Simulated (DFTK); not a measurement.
# As (R-3m) in DFTK: notebook

The runs below take As through band structure, equation of state, single point, with PBEsol, RPBE.

Program: DFTK 0.8.2. These are calculated values, not measurements. Logs are shortened: lines on timing, memory, paths and dates and some standing lists are left out, and cuts for length are marked.

## Step 1: The crystal as given

It takes space group R-3m (No. 166, trigonal). The conventional cell has a = 3.762 Å, b = 3.762 Å, c = 10.542 Å, α = 90.00°, β = 90.00°, γ = 120.00°. Around As (site symmetry 3m) lie 3 As at 2.51 Å.

## Step 2: Band structure, PBEsol

run.jl reads:

```julia
using DFTK
using PseudoPotentialData
using Unitful, UnitfulAtomic
using LinearAlgebra, Printf
include("save.jl")
disable_threading()

lines     = readlines("POSCAR")
lattice   = austrip(1u"Å") * parse(Float64, lines[2]) * hcat([parse.(Float64, split(l)) for l in lines[3:5]]...)
symbols   = vcat([fill(Symbol(s), parse(Int, n)) for (s, n) in zip(split(lines[6]), split(lines[7]))]...)
positions = [parse.(Float64, split(l)[1:3]) for l in lines[9:8+length(symbols)]]
pseudopotentials = Dict(:As => "As.upf")
elements = Dict(s => ElementPsp(s, pseudopotentials; rcut=10.0) for s in unique(symbols))
atoms    = [elements[s] for s in symbols]

build_model(lattice, positions; symmetries=true) =
    model_DFT(lattice, atoms, positions;
              functionals=PBEsol(),
              temperature=austrip(0.05u"eV"),
              smearing=Smearing.FermiDirac(),
              symmetries)
Ecut  = 35.0  # hartree
kgrid = [8, 8, 8]
tol   = 1e-6
to_GPa = ustrip(uconvert(u"GPa", 1u"hartree/bohr^3"))

model = build_model(lattice, positions)
basis = PlaneWaveBasis(model; Ecut, kgrid)
display(basis)
scfres = self_consistent_field(basis;
                               tol,
                               nbandsalg=AdaptiveBands(model; n_bands_converge=10))
display(scfres.energies)
@printf "Fermi level: %.6f eV\n" ustrip(auconvert(u"eV", something(scfres.εF, NaN)))
forces = compute_forces_cart(scfres)
println("Forces (eV/Å)")
for (s, f) in zip(symbols, forces)
    @printf "%-3s %12.6f %12.6f %12.6f\n" s ustrip.(auconvert.(u"eV/Å", f))...
end
stress = compute_stresses_cart(scfres)
println("Stress (GPa)")
display(round.(stress * to_GPa; digits=4))
println("Levels at the first k-point (eV): ", round.(ustrip.(auconvert.(u"eV", scfres.eigenvalues[1][1:scfres.n_bands_converge])); digits=4))
save_scf!(scfres; forces, stress)

points = Dict("G" => [0.0, 0.0, 0.0], "B" => [0.7696754127, 0.5, 0.2303245873], "B1" => [0.5, 0.2303245873, -0.2303245873], "F" => [0.5, 0.5, 0.0], "L" => [0.5, 0.0, 0.0], "P" => [0.7696754127, 0.3651622936, 0.3651622936], "P1" => [0.6348377064, 0.6348377064, 0.2303245873], "Q" => [0.6348377064, 0.3651622936, 0.0], "X" => [0.3651622936, 0.0, -0.3651622936], "Z" => [0.5, 0.5, 0.5])
segments = [("G", "L", 6), ("L", "B1", 5), ("B", "Z", 6), ("Z", "G", 6), ("G", "X", 8), ("Q", "F", 3), ("F", "P1", 3), ("P1", "Z", 5), ("L", "P", 4)]
kcoords = vcat([[points[a] + t * (points[b] - points[a]) for t in range(0, 1, n)] for (a, b, n) in segments]...)
bands = compute_bands(scfres, ExplicitKpoints(kcoords); n_bands=12, tol=1e-5)
for (k, ε) in zip(bands.basis.kpoints, bands.eigenvalues)
    @printf "%d %8.4f %8.4f %8.4f " k.spin k.coordinate...
    println(join([@sprintf("%9.4f", e) for e in ustrip.(auconvert.(u"eV", ε .- scfres.εF))]))
end
results["band_energies"] = rows(bands.eigenvalues); results["band_kpoints"] = rows(kcoords)
```

POSCAR reads:

```
As
1.0
    1.8807968987      1.0858785957      3.5140619945
   -1.8807968987      1.0858785957      3.5140619945
    0.0000000000     -2.1717571915      3.5140619945
As
2
Direct
    0.2260000000      0.2260000000      0.2260000000
    0.7740000000      0.7740000000      0.7740000000
```

Potentials or basis: SG15 1.2 (PBE).

Command:

```
$ julia --threads=1 run.jl  # save.jl only writes the numbers to a file and isn't shown; printed stress counts tension as positive; times include loading and compiling
```

The log of the run:

```text
PlaneWaveBasis discretization:

    Ecut                 : 35.0 Ha
    fft_size             : (45, 45, 45), 91125 total points
    kgrid                : MonkhorstPack([8, 8, 8])
    num.   red. kpoints  : 512
    num. irred. kpoints  : 65

    Discretized Model(gga_x_pbe_sol+gga_c_pbe_sol, 3D):
        lattice (in Bohr)    : [3.55419   , -3.55419  , 0         ]
                               [2.05201   , 2.05201   , -4.10403  ]
                               [6.64061   , 6.64061   , 6.64061   ]
        unit cell volume     : 290.59 Bohr³

        atoms                : As₂
        atom potentials      : ElementPsp(:As, "As.upf")
                               ElementPsp(:As, "As.upf")

        num. electrons       : 10
        spin polarization    : none
        temperature          : 0.0018375 Ha
        smearing             : DFTK.Smearing.FermiDirac()

        terms                : Kinetic()
                               AtomicLocal()
                               AtomicNonlocal()
                               Ewald(nothing)
                               PspCorrection()
                               Hartree()
                               Xc(gga_x_pbe_sol, gga_c_pbe_sol)
                               Entropy()
n     Energy            log10(ΔE)   log10(Δρ)   Diag   Δtime
---   ---------------   ---------   ---------   ----   ------
  1   -12.66117779695                   -1.24    4.9    8.93s
  2   -12.66188918046       -3.15       -1.65    1.0    4.49s
  3   -12.66193119880       -4.38       -2.91    1.4    4.51s
  4   -12.66193433401       -5.50       -3.83    3.6    6.59s
  5   -12.66193437063       -7.44       -4.46    2.7    6.01s
  6   -12.66193437107       -9.35       -5.25    2.2    5.26s
  7   -12.66193437109      -10.73       -5.96    2.7    5.78s
  8   -12.66193437109      -12.17       -6.72    2.5    6.22s
Energy breakdown (in Ha):
    Kinetic             4.0633230
    AtomicLocal         -4.4238630
    AtomicNonlocal      3.2239116
    Ewald               -13.2967518
    PspCorrection       0.1787499
    Hartree             0.7071733
    Xc                  -3.1143948
    Entropy             -0.0000826

    total               -12.661934371094
Fermi level: 7.226745 eV
Forces (eV/Å)
As     -0.000000     0.000000     0.594797
As      0.000000    -0.000000    -0.594797
Stress (GPa)
3×3 StaticArraysCore.SMatrix{3, 3, Float64, 9} with indices SOneTo(3)×SOneTo(3):
 -2.806   0.0    -0.0
  0.0    -2.806  -0.0
  0.0     0.0    -1.3636
Levels at the first k-point (eV): [-7.9807, 1.3076, 4.6125, 5.0954, 5.0954, 8.6665, 10.0042, 10.0042, 13.9007, 13.9007]
1   0.0000   0.0000   0.0000  -15.2075  -5.9191  -2.6143  -2.1314  -2.1314   1.4397   2.7775   2.7775   6.6740   6.6740   7.1716   8.5327
1   0.1000   0.0000   0.0000  -15.0730  -6.3862  -2.5913  -2.2383  -2.1892   1.7077   2.5125   2.6894   5.8034   6.5142   6.5257   9.3228
1   0.2000   0.0000   0.0000  -14.6728  -7.5358  -2.8341  -2.4855  -1.8564   1.3978   2.1660   2.3198   5.5050   6.2075   6.9652  11.0576
1   0.3000   0.0000   0.0000  -14.0196  -8.9602  -2.9761  -2.7431  -1.4121   0.6429   1.3510   1.8019   6.2286   7.1179   8.2346  12.2920
1   0.4000   0.0000   0.0000  -13.1570 -10.3632  -2.9686  -2.9232  -0.9707  -0.0194   0.5455   1.4047   7.2759   9.0213  10.0667  10.8866
1   0.5000   0.0000   0.0000  -12.4684 -11.2431  -2.9865  -2.9367  -0.5216  -0.5065   0.1821   1.2606   8.6843   8.9832  11.2875  11.4558
1   0.5000   0.0000   0.0000  -12.4684 -11.2431  -2.9865  -2.9367  -0.5216  -0.5065   0.1821   1.2606   8.6843   8.9832  11.2875  11.4558
1   0.5000   0.0576  -0.0576  -12.3470 -11.2254  -4.0117  -2.8323  -1.5738   0.2336   0.7997   2.3300   8.5921   9.1259  10.0408  10.3428
1   0.5000   0.1152  -0.1152  -11.9900 -11.2300  -5.3214  -3.1234  -2.5289   0.4860   2.9870   3.7456   7.5709   8.2269   9.7829  11.0859
1   0.5000   0.1727  -0.1727  -11.4264 -11.4150  -6.0738  -4.5080  -2.0592   0.8359   4.8277   5.0073   6.5761   6.9432  10.8468  12.8251
1   0.5000   0.2303  -0.2303  -11.8875 -10.7355  -6.0730  -5.5553  -1.4926   1.1061   5.0481   5.2612   6.6650   7.1643  12.1025  12.6920
1   0.7697   0.5000   0.2303  -11.8875 -10.7355  -6.0730  -5.5553  -1.4926   1.1061   5.0481   5.2612   6.6650   7.1643  12.1025  12.6920
1   0.7157   0.5000   0.2843  -12.4851 -10.1508  -6.0248  -5.4838  -0.9792   1.0877   4.6995   4.9473   7.2146   7.5309  11.7038  12.1678
1   0.6618   0.5000   0.3382  -13.0670  -9.8853  -5.7353  -4.5140  -0.5938   0.8165   4.3353   4.5441   7.2430   7.5372  11.3240  12.5380
1   0.6079   0.5000   0.3921  -13.5296  -9.9401  -4.6969  -3.3494  -0.3319   0.4682   3.1047   3.7904   7.0677   8.3449  11.1558  11.2068
1   0.5539   0.5000   0.4461  -13.8218 -10.0722  -3.2006  -2.3033   0.0536   0.0548   1.3326   2.6802   7.4385   9.6200  10.4453  10.9634
1   0.5000   0.5000   0.5000  -13.9214 -10.1297  -1.8916  -1.8916  -0.8168   0.6363   0.6363   1.7285   7.7362  10.3362  10.3362  11.5237
1   0.5000   0.5000   0.5000  -13.9214 -10.1297  -1.8916  -1.8916  -0.8168   0.6363   0.6363   1.7285   7.7362  10.3362  10.3362  11.5237
1   0.4000   0.4000   0.4000  -14.1069  -9.7662  -1.9302  -1.9302  -0.8670   0.8143   0.8143   1.7593   7.2116   9.3429   9.3429  12.0976
1   0.3000   0.3000   0.3000  -14.4969  -8.8572  -2.0106  -2.0106  -1.0529   1.2892   1.2892   1.7740   6.4435   8.1413   8.1413  11.8905
1   0.2000   0.2000   0.2000  -14.8702  -7.6820  -2.0803  -2.0803  -1.4799   1.6553   1.9255   1.9255   6.2159   7.2582   7.2582  10.1909
1   0.1000   0.1000   0.1000  -15.1205  -6.5137  -2.1686  -2.1196  -2.1196   1.4978   2.5199   2.5199   6.6459   6.7839   6.7839   9.0648
1   0.0000   0.0000   0.0000  -15.2075  -5.9191  -2.6143  -2.1314  -2.1314   1.4397   2.7775   2.7775   6.6740   6.6740   7.1716   8.5327
1   0.0000   0.0000   0.0000  -15.2075  -5.9191  -2.6143  -2.1314  -2.1314   1.4397   2.7775   2.7775   6.6740   6.6740   7.1716   8.5327
1   0.0522   0.0000  -0.0522  -15.1056  -6.2486  -2.5960  -2.2544  -2.1983   1.7078   2.4263   2.8428   5.8778   6.3313   6.9541   8.7891
1   0.1043   0.0000  -0.1043  -14.8021  -7.0991  -2.9794  -2.2111  -2.1751   1.6483   1.9818   2.7663   5.0754   6.4233   7.4625   9.0778
1   0.1565   0.0000  -0.1565  -14.3042  -8.1805  -3.7433  -2.1152  -1.9126   0.8553   1.4632   3.1023   4.8816   7.1849   8.8964   9.5324
1   0.2087   0.0000  -0.2087  -13.6268  -9.2711  -4.5941  -2.1573  -1.9474   0.5804   1.0250   3.7628   5.2328   7.9246  10.0467  11.1892
1   0.2608   0.0000  -0.2608  -12.7995 -10.2565  -5.3796  -2.5608  -2.4779   1.1157   1.2563   4.5630   5.9853   8.7256   9.6043  11.8169
1   0.3130   0.0000  -0.3130  -11.8800 -11.0820  -5.9942  -3.1518  -3.1352   2.0359   2.1169   5.4298   6.8645   7.5126   9.6019  12.2618
1   0.3652   0.0000  -0.3652  -11.7203 -10.9808  -6.3460  -3.6999  -3.6921   3.1108   3.1795   5.1200   6.2498   8.4522  10.5448  12.6428
1   0.6348   0.3652   0.0000  -11.7203 -10.9808  -6.3460  -3.6999  -3.6921   3.1108   3.1795   5.1200   6.2498   8.4522  10.5448  12.6428
1   0.5674   0.4326   0.0000  -12.2464 -10.1374  -6.3260  -4.1858  -4.1437   2.1173   4.5933   5.6263   6.9903  10.4098  11.7898  11.7983
1   0.5000   0.5000   0.0000  -12.4231  -9.8663  -6.1449  -4.3538  -4.2730   1.1681   5.3852   6.7589   7.2080  10.5466  11.7708  11.7818
1   0.5000   0.5000   0.0000  -12.4231  -9.8663  -6.1449  -4.3538  -4.2730   1.1681   5.3852   6.7589   7.2080  10.5466  11.7708  11.7818
1   0.5674   0.5674   0.1152  -12.4017 -10.0024  -6.2723  -4.1772  -3.9626   1.4216   4.8468   6.3766   6.9517  10.8125  11.2455  12.3656
1   0.6348   0.6348   0.2303  -12.4216 -10.2674  -6.3072  -3.8978  -3.1746   1.9604   3.7614   5.8572   6.2859   9.4552  11.0487  12.9811
1   0.6348   0.6348   0.2303  -12.4216 -10.2674  -6.3072  -3.8978  -3.1746   1.9604   3.7614   5.8572   6.2859   9.4552  11.0487  12.9811
1   0.6011   0.6011   0.2977  -12.9443  -9.9287  -6.1703  -3.5290  -2.4425   2.3770   3.1180   5.8141   6.2002   9.0279   9.9417  12.2044
1   0.5674   0.5674   0.3652  -13.4648  -9.9209  -5.0541  -2.9549  -1.5260   2.1008   2.1704   4.3262   6.7325   9.2350   9.6050  12.0144
1   0.5337   0.5337   0.4326  -13.8048 -10.0630  -3.3632  -2.2798  -0.4807   0.8013   1.1578   2.8149   7.3840   9.8699   9.9184  11.2100
1   0.5000   0.5000   0.5000  -13.9214 -10.1297  -1.8916  -1.8916  -0.8168   0.6363   0.6363   1.7285   7.7362  10.3362  10.3362  11.5237
1   0.5000   0.0000   0.0000  -12.4684 -11.2431  -2.9865  -2.9367  -0.5216  -0.5065   0.1821   1.2606   8.6843   8.9832  11.2875  11.4558
1   0.5899   0.1217   0.1217  -12.4287 -11.1250  -4.0073  -3.1817  -1.5981   0.6891   1.5861   1.6656   6.9882  10.0555  11.4026  11.5448
1   0.6798   0.2434   0.2434  -12.3615 -10.7851  -5.4419  -3.5715  -2.5053   1.7056   2.6385   4.0443   5.8509   9.5216  10.9736  13.2029
1   0.7697   0.3652   0.3652  -12.4216 -10.2674  -6.3072  -3.8978  -3.1746   1.9604   3.7614   5.8572   6.2859   9.4552  11.0487  12.9811
```

It took 2.3 min on 1 thread of Intel Xeon 6975P-C (Granite Rapids), shared host; peak memory 2 GiB.

What came out:

| Property | Result |
| --- | --- |
| Free energy | -344.5488 eV |
| Pressure | 2.3 GPa |
| Largest force | 0.595 eV/Å |
| Band gap on the k mesh | none (metal or under the smearing width) |

Forces on the atoms (eV/Å):
```
As   0.000  0.000  0.595
As   0.000  0.000 -0.595
```

Levels at the corners of the path, in eV from the Fermi level:
```csv
point,band 3,band 4,band 5,band 6,band 7,band 8
Γ,-2.61,-2.13,-2.13,1.44,2.78,2.78
L,-2.99,-2.94,-0.52,-0.51,0.18,1.26
B1,-6.07,-5.56,-1.49,1.11,5.05,5.26
B,-6.07,-5.56,-1.49,1.11,5.05,5.26
Z,-1.89,-1.89,-0.82,0.64,0.64,1.73
Γ,-2.61,-2.13,-2.13,1.44,2.78,2.78
X,-6.35,-3.70,-3.69,3.11,3.18,5.12
Q,-6.35,-3.70,-3.69,3.11,3.18,5.12
F,-6.14,-4.35,-4.27,1.17,5.39,6.76
P1,-6.31,-3.90,-3.17,1.96,3.76,5.86
Z,-1.89,-1.89,-0.82,0.64,0.64,1.73
L,-2.99,-2.94,-0.52,-0.51,0.18,1.26
P,-6.31,-3.90,-3.17,1.96,3.76,5.86
```

Caveat: the potentials were made for another functional, which shifts forces and pressure.

## Step 3: Equation of state, PBEsol

run.jl reads:

```julia
using DFTK
using PseudoPotentialData
using Unitful, UnitfulAtomic
using LinearAlgebra, Printf
include("save.jl")
disable_threading()

# lattice vectors are the columns
lattice = austrip(1u"Å") * [  1.8807968987  -1.8807968987            0.0;
             1.0858785957   1.0858785957  -2.1717571915;
             3.5140619945   3.5140619945   3.5140619945]
symbols   = [:As, :As]
positions = [[0.226, 0.226, 0.226],
             [0.774, 0.774, 0.774]]
pseudopotentials = PseudoFamily("cp2k.nc.sr.pbe.v0_1.semicore.gth")
elements = Dict(s => ElementPsp(s, pseudopotentials) for s in unique(symbols))
atoms    = [elements[s] for s in symbols]

build_model(lattice, positions; symmetries=true) =
    model_DFT(lattice, atoms, positions;
              functionals=PBEsol(),
              temperature=austrip(0.05u"eV"),
              smearing=Smearing.FermiDirac(),
              symmetries)
Ecut  = 20.0  # hartree
kgrid = [6, 6, 6]
tol   = 1e-6
to_GPa = ustrip(uconvert(u"GPa", 1u"hartree/bohr^3"))

results["points"] = []
for scale in [0.94, 0.96, 0.98, 1.0, 1.02, 1.04, 1.06]
    println("\n=== scale = ", scale)
    model = build_model(cbrt(scale) * lattice, positions)
    basis = PlaneWaveBasis(model; Ecut, kgrid)
    t0 = time()
    scfres = self_consistent_field(basis;
                                   tol,
                                   nbandsalg=AdaptiveBands(model; n_bands_converge=10))
    seconds = time() - t0
    @printf "SCF: %d iterations, %.1f s\n" scfres.n_iter seconds
    forces = compute_forces_cart(scfres)
    stress = compute_stresses_cart(scfres)
    @printf "V = %.5f Å^3  F = %.8f Ha  max force = %.5f eV/Å  p = %.4f GPa\n" ustrip(auconvert(u"Å^3", model.unit_cell_volume)) scfres.energies.total ustrip(auconvert(u"eV/Å", maximum(norm, forces))) (-tr(stress) / 3 * to_GPa)
    push!(results["points"], save_scf!(scfres; forces, stress, d=Dict{String,Any}("seconds" => seconds, "n_matvec" => get(scfres, :n_matvec, 0))))
end

# third-order Birch-Murnaghan fit in x = V^(-2/3)
V = [0.94, 0.96, 0.98, 1.0, 1.02, 1.04, 1.06] * abs(det(lattice))
E = [p["total"] for p in results["points"]]
x = V .^ (-2 / 3)
c = [x .^ 0 x x .^ 2 x .^ 3] \ E
Δ = c[3]^2 - 3c[2] * c[4]
if Δ > 0
    x0 = (-c[3] + sqrt(Δ)) / 3c[4]
    B0 = 4 / 9 * x0^(7 / 2) * (2c[3] + 6c[4] * x0)
    @printf "V0 = %.4f Å^3  B0 = %.2f GPa\n" ustrip(auconvert(u"Å^3", x0^(-3 / 2))) B0 * to_GPa
end
```

Potentials or basis: cp2k.nc.sr.pbe.v0_1.semicore.gth (PBE, GTH).

Command:

```
$ julia --threads=1 run.jl  # save.jl only writes the numbers to a file and isn't shown; printed stress counts tension as positive; times include loading and compiling
```

It took 2.3 min on 1 thread of Intel Xeon 6975P-C (Granite Rapids), shared host; peak memory 1.6 GiB.

It converged, with:

| Item | Value |
| --- | --- |
| Equilibrium volume | 22.03 Å³/atom |
| Bulk modulus at fixed shape and positions | 76 GPa |
| Pressure derivative of the bulk modulus | 3.8 |

Energy against volume, from the lowest point:
| volume (Å³/atom) | energy (meV/atom) |
| --- | --- |
| 20.239 | 39.67 |
| 20.669 | 22.11 |
| 21.100 | 9.96 |
| 21.530 | 2.76 |
| 21.961 | 0.00 |
| 22.392 | 1.35 |
| 22.822 | 6.41 |

Caveat: GTH potentials come without recommended cutoffs, and this one wasn't checked for convergence; the cell was scaled at fixed shape and fractional positions, which overstates the stiffness of a crystal with free parameters, most of all of layers and chains; the potentials were made for another functional, which shifts forces and pressure.

## Step 4: Single point, PBEsol, 20.24 Å³/atom (volume scaled by 0.94)

run.jl is that of step 3.

Potentials or basis: cp2k.nc.sr.pbe.v0_1.semicore.gth (PBE, GTH).

Command:

```
$ julia --threads=1 run.jl  # one pass of the loop, scale = 0.94; save.jl only writes the numbers to a file and isn't shown; printed stress counts tension as positive; times include loading and compiling
```

The log of the run:

```text
=== scale = 0.94
n     Energy            log10(ΔE)   log10(Δρ)   Diag   Δtime
---   ---------------   ---------   ---------   ----   ------
  1   -12.60067038599                   -0.65    5.3    2.28s
  2   -12.60260407094       -2.71       -1.16    1.0    1.02s
  3   -12.60289798781       -3.53       -2.06    2.0    1.69s
  4   -12.60291520925       -4.76       -2.82    1.8    882ms
  5   -12.60291658247       -5.86       -3.19    2.4    1.71s
  6   -12.60291675768       -6.76       -3.84    1.3    831ms
  7   -12.60291676952       -7.93       -4.71    2.3    1.58s
  8   -12.60291677027       -9.13       -5.48    2.7    1.11s
  9   -12.60291677027      -11.41       -5.78    2.5    1.61s
 10   -12.60291677027      -12.54       -6.89    1.2    897ms
SCF: 10 iterations, 14.5 s
V = 40.47731 Å^3  F = -12.60291677 Ha  max force = 0.96179 eV/Å  p = 7.2222 GPa
```

Wall time 14 s (1 thread of Intel Xeon 6975P-C (Granite Rapids), shared host).

Results:

* Free energy: -342.9428 eV
* Pressure: 7.2 GPa
* Largest force: 0.962 eV/Å
* Band gap on the k mesh: none (metal or under the smearing width)

Caveat: GTH potentials come without recommended cutoffs, and this one wasn't checked for convergence; the potentials were made for another functional, which shifts forces and pressure.

## Step 5: Single point, PBEsol, 20.67 Å³/atom (volume scaled by 0.96)

run.jl is that of step 4.

Command:

```
$ julia --threads=1 run.jl  # one pass of the loop, scale = 0.96; save.jl only writes the numbers to a file and isn't shown; printed stress counts tension as positive; times include loading and compiling
```

It took 12 s on 1 thread of Intel Xeon 6975P-C (Granite Rapids), shared host.

It converged, with:

| Quantity | Value |
| --- | --- |
| Free energy | -342.9779 eV |
| Pressure | 5.2 GPa |
| Largest force | 0.772 eV/Å |
| Band gap on the k mesh | none (metal or under the smearing width) |

Caveat: GTH potentials come without recommended cutoffs, and this one wasn't checked for convergence; the potentials were made for another functional, which shifts forces and pressure.

## Step 6: Single point, PBEsol, 21.10 Å³/atom (volume scaled by 0.98)

run.jl is that of step 5.

Potentials or basis: cp2k.nc.sr.pbe.v0_1.semicore.gth (PBE, GTH).

Command:

```
$ julia --threads=1 run.jl  # one pass of the loop, scale = 0.98; save.jl only writes the numbers to a file and isn't shown; printed stress counts tension as positive; times include loading and compiling
```

Run time: 14 s. Hardware: 1 thread of Intel Xeon 6975P-C (Granite Rapids), shared host.

The run converged. Its results:

| Quantity | Value |
| --- | --- |
| Free energy | -343.0022 eV |
| Pressure | 3.3 GPa |
| Largest force | 0.612 eV/Å |
| Band gap on the k mesh | none (metal or under the smearing width) |

Caveat: GTH potentials come without recommended cutoffs, and this one wasn't checked for convergence; the potentials were made for another functional, which shifts forces and pressure.

## Step 7: Single point, PBEsol, 21.53 Å³/atom

run.jl is that of step 6.

Command:

```
$ julia --threads=1 run.jl  # one pass of the loop, scale = 1.0; save.jl only writes the numbers to a file and isn't shown; printed stress counts tension as positive; times include loading and compiling
```

Wall time 12 s (1 thread of Intel Xeon 6975P-C (Granite Rapids), shared host).

Results (log left out):

```yaml
Free_energy: -343.0167 eV
Pressure: 1.5 GPa
Largest_force: 0.469 eV/Å
Band_gap_on_the_k_mesh: none (metal or under the smearing width)
```

Caveat: GTH potentials come without recommended cutoffs, and this one wasn't checked for convergence; the potentials were made for another functional, which shifts forces and pressure.

(Continued in part 2 of 2.)
